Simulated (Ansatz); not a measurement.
Theory: DFT PBE, scalar-relativistic, plane waves, PAW in Ansatz. Settings: cutoff 420 eV, Γ-centred meshes spaced at most about 0.3 Å⁻¹, and about 0.25 Å⁻¹ or finer for metals (2π included), Gaussian smearing. No spin polarisation.

Temperature and zero-point effects are left out.

Compare these two cells of Ti₄Pt₃, each relaxed at this level.

A.

```
CELL_PARAMETERS angstrom
5.12643 0.00000 0.00000
0.00000 5.12643 0.00000
0.00000 0.00000 5.12643
ATOMIC_POSITIONS crystal
Ti 0.50000 0.00000 0.00000
Ti 0.00000 0.50000 0.00000
Ti 0.00000 0.00000 0.50000
Ti 0.00000 0.00000 0.00000
Pt 0.00000 0.50000 0.50000
Pt 0.50000 0.00000 0.50000
Pt 0.50000 0.50000 0.00000
```

B.

```
CELL_PARAMETERS angstrom
5.27334 0.00000 0.00000
0.00000 5.27334 0.00000
0.00000 0.00000 5.27334
ATOMIC_POSITIONS crystal
Ti 0.29857 0.70143 0.29857
Ti 0.70143 0.29857 0.29857
Ti 0.29857 0.29857 0.70143
Ti 0.70143 0.70143 0.70143
Pt 0.00000 0.00000 0.50000
Pt 0.50000 0.00000 0.00000
Pt 0.00000 0.50000 0.00000
```

Question: Which would you expect to be lower, and how large is the difference?

Answer: B is lower, by 0.38 eV/atom. A has space group Pm-3m (No. 221), 19.2 Å³/atom and no gap on its mesh; B has space group P-43m (No. 215), 20.9 Å³/atom and no gap. Counting all near atoms (those within 1.25 times the shortest distance at each site; a plus sign parts nearer from farther groups), A has Ti 6, Pt 4 and B has Ti 3+3, Pt 4. The lower one is the more open, so pressure narrows the difference. In A, around Ti on a site of symmetry 4/mmm lie 2 Ti at 2.56 Å and 4 Pt at 2.56 Å; Ti on a site of symmetry m-3m has 6 Ti at 2.56 Å; around Pt lie 4 Ti at 2.56 Å. In B, Ti is surrounded by 3 Pt at 2.47 Å and 3 Ti at 3.00 Å; Pt is surrounded by 4 Ti at 2.47 Å. Both come from invented guesses.

Spin–orbit coupling, which can matter for Pt, is left out. Cells relaxed within their symmetry can be saddle points.
